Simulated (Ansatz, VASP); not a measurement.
**Two plane-wave programs on SiC**

Contents of INCAR:

```
  PREC = Accurate
  ENCUT = 520
  EDIFF = 1E-7
  ISMEAR = 0
  SIGMA = 0.05
  LREAL = F
  LASPH = T
  NELM = 100
  ALGO = Normal
  ISIF = 2
  LWAVE = F
  LCHARG = F
  GGA = PE
  NBANDS = 11
```

File KPOINTS:

```
regular mesh
0
Gamma
  12 12 12
```

File POSCAR:

```
SiC
1.0
    0.0000000000      2.2392200000      2.1740000000
    2.2392200000      0.0000000000      2.1740000000
    2.2392200000      2.2392200000      0.0000000000
Si C
1 1
Direct
    0.0000000000      0.0000000000      0.0000000000
    0.7500000000      0.7500000000      0.7500000000
```

Input for Ansatz:

```yaml
crystal:
  lattice:
    - [0.0, 2.23922, 2.174]
    - [2.23922, 0.0, 2.174]
    - [2.23922, 2.23922, 0.0]
  atoms:
    - { symbol: Si, position: [0.0, 0.0, 0.0] }
    - { symbol: C, position: [0.75, 0.75, 0.75] }
basis:
  ecutwfc: 420
kpoints:
  mp_grid: { grid: [12, 12, 12] }
hamiltonian:
  xc: pbe
scf:
  occupations: { method: gaussian, width: 0.05 }
output:
  forces: true
  stress: true
  eigenvalues: true
```

Change from the starting cell: strain +0.030 along x and y, +0.000 along z, atoms carried along.

Alike in both runs: task single point; functional PBE; k mesh 12 × 12 × 12; occupations gaussian, width 0.05 eV; no spin polarisation.

```csv
,VASP,Ansatz
version,VASP 6.6.1,Ansatz 0.2.0
potentials or method,"VASP PAW PBE potentials, release 64 (Si, C)","scalar-relativistic, plane waves, PAW"
plane-wave cutoff (eV),520,420
valence electrons in the cell,8,8
```

```tsv
	VASP	Ansatz	Ansatz less VASP
gap on the k mesh at the Fermi level (eV)	1.11	1.11	+0.001
least direct gap on the mesh (eV)	4.45	4.45	+0.003
pressure (GPa)	-7.5	-7.4	+0.03
largest component of the traceless stress (GPa)	4.73	4.72	-0.012
```

With one functional, cell and mesh, what is left measures potentials, basis and numerics.

A k mesh can miss the band edges.
